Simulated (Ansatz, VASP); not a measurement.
AgCl: 3 runs at one level of theory

```
Ag Cl
1.0
     0.00000    2.73500    2.73500
     2.73500    0.00000    2.73500
     2.73500    2.73500    0.00000
Ag Cl
1 1
Direct
  0.00000 0.00000 0.00000
  0.50000 0.50000 0.50000
```

Alike in all runs: task single point; functional LDA; k mesh 8 × 8 × 8; occupations gaussian, width 0.02 eV; no spin polarisation; no spin-orbit coupling. LDA stands for any of its common fits. Pressure is positive in compression and, in plane waves, holds the error of the finite cutoff, which Ansatz's Pulay term estimates and takes out.

```csv
program and potentials,plane-wave cutoff (eV),notes,band gap (eV),pressure (GPa)
"Ansatz, Ansatz PAW",420,"potentials made for PBE, which Ansatz adapts in part; 13 valence electrons an atom on average",?,?
"Ansatz, all-electron LAPW, scalar-relativistic",-,-,0.61,-3.76
"VASP, LDA PAW files Ag, Cl, 500 eV",500,9 valence electrons an atom on average,0.64,-3.76
```

Task: Estimate from the other rows what the run with Ansatz, Ansatz PAW gave.

Result: Band gap 0.61 eV; pressure -3.77 GPa. The other rows, which needn't bracket it: band gap 0.61 to 0.64; pressure -3.76.
